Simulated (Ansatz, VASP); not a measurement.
SiO2 in VASP and in Ansatz

```
Si O
1.0
     4.08040    0.00000    0.00000
     0.00000    4.08040    0.00000
     0.00000    0.00000    2.46970
Si O
2 4
Cartesian
  2.0402 2.0402 1.2349
  0.0000 0.0000 0.0000
  2.8335 2.8335 0.0000
  0.7933 3.2871 1.2349
  1.2469 1.2469 0.0000
  3.2871 0.7933 1.2349
```

Alike in both runs: task single point; functional LDA; k mesh 6 × 6 × 8; occupations gaussian, width 0.05 eV; no spin polarisation.

```csv
,VASP,Ansatz
version,VASP 6.6.1,Ansatz 0.2.0
potentials or method,"VASP PAW LDA potentials, release 64 (Si, O)","scalar-relativistic, plane waves, PAW"
plane-wave cutoff (eV),520,520
valence electrons in the cell,32,32
```

|  | VASP | Ansatz | Ansatz less VASP |
| --- | --- | --- | --- |
| gap on the k mesh at the Fermi level (eV) | 7.80 | 7.85 | +0.049 |
| least direct gap on the mesh (eV) | 7.80 | 7.85 | +0.049 |
| rms of the force components (eV/Å) | 0.406 | 0.371 | -0.0347 |

Atom by atom the forces differ by 0.035 eV/Å (rms over components). Ansatz warned: «pseudo_functional_mismatch».

 A k mesh can miss the band edges. LDA gaps usually lie below the measured ones, often by a third to a half.
